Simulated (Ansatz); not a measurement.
# Energy ranking of W₅C structures

Computed with DFT PBE, scalar-relativistic, plane waves, PAW in Ansatz. Settings: cutoff 420 eV, Γ-centred meshes spaced at most about 0.3 Å⁻¹, and about 0.25 Å⁻¹ or finer for metals (2π included), Gaussian smearing. No spin polarisation.

Formation energies are uncorrected and refer to the elements' standard structures at the same level.

These are static total energies at zero pressure. Larger cells and other orderings weren't all tried, so the list isn't exhaustive. Spin–orbit coupling, which can matter for W, is left out. The reference form of C is held partly by dispersion forces, which this level lacks.

Invented guesses were relaxed alike, and ends that match in structure were merged. ΔE counts from the first row. Coordination counts W atoms around C (those within 1.25 times the shortest such distance or 1.15 times the sum of covalent radii, 1.27 where that leaves under three). The ends were matched against large subsets of the Crystallography Open Database and the Materials Project, so a missing match doesn't prove that a structure is unreported.

```csv
#,reached from,type and space group,atoms,Å³/atom,coordination,ΔE (meV/atom),gap on mesh (eV),in databases
1,a cell proposed by chemical analogy,I4/mmm (No. 139),6,14.5,C 6,0,0.00,no match
2,a cell proposed by chemical analogy,I4/m (No. 87),6,14.5,C 6,34,0.00,no match
3,a cell proposed by chemical analogy,P-3m1 (No. 164),6,14.6,C 6,85,0.00,no match
4,a cell proposed by chemical analogy,P-6m2 (No. 187),6,14.6,C 6,141,0.00,no match
```

The lowest: Space group I4/mmm (No. 139), tetragonal, a = 3.142 Å, c = 17.658 Å. W on a site of symmetry 4mm has 1 C at 2.06 Å, 4 W at 2.69 Å and 9 W at 3.03–3.18 Å; W on a site of symmetry 4/mmm is surrounded by 4 C at 2.22 Å and 12 W at 3.03–3.14 Å; around W on a second site of symmetry 4mm lie 8 W at 2.69–2.77 Å and 5 W at 3.14–3.18 Å; C is surrounded by 2 W at 2.06 Å and 4 W at 2.22 Å. Its energy over the elements is +0.16 eV/atom. It can't be a ground state, since the elements alone are lower. An observed structure of this formula, if there is one, may be missing.

```
W C
1.0
    -1.57088    1.57088    8.82889
     1.57088   -1.57088    8.82889
     1.57088    1.57088   -8.82889
W C
5 1
Direct
  0.61677 0.61677 0.00000
  0.38323 0.38323 0.00000
  0.00000 0.00000 0.00000
  0.79685 0.79685 0.00000
  0.20314 0.20314 0.00000
  0.50000 0.50000 0.00000
```

The second: Space group I4/m (No. 87), tetragonal, a = 6.412 Å, c = 4.237 Å. W on a site of symmetry 4/m is surrounded by 2 C at 2.12 Å, 4 W at 2.77 Å and 8 W at 2.98 Å; W on a site of symmetry m is surrounded by 1 C at 2.10 Å and 12 W at 2.77–2.98 Å; C is surrounded by 6 W at 2.10–2.12 Å. Counting W atoms around C, the first and the second both have C 6. Cells relaxed within their symmetry can be saddle points.

```xyz
6
Lattice="-3.2060 3.2060 2.1184 3.2060 -3.2060 2.1184 3.2060 3.2060 -2.1184" Properties=species:S:1:pos:R:3 pbc="T T T"
W     0.0000    0.0000    0.0000
W     3.9257    1.2318    0.0000
W     1.2318    2.4862    0.0000
W    -0.7198    1.9741    2.1184
W     1.9741    0.7198    2.1184
C     0.0000    0.0000    2.1184
```

Some candidate types were left out of the draw beforehand, so a known form may be missing.
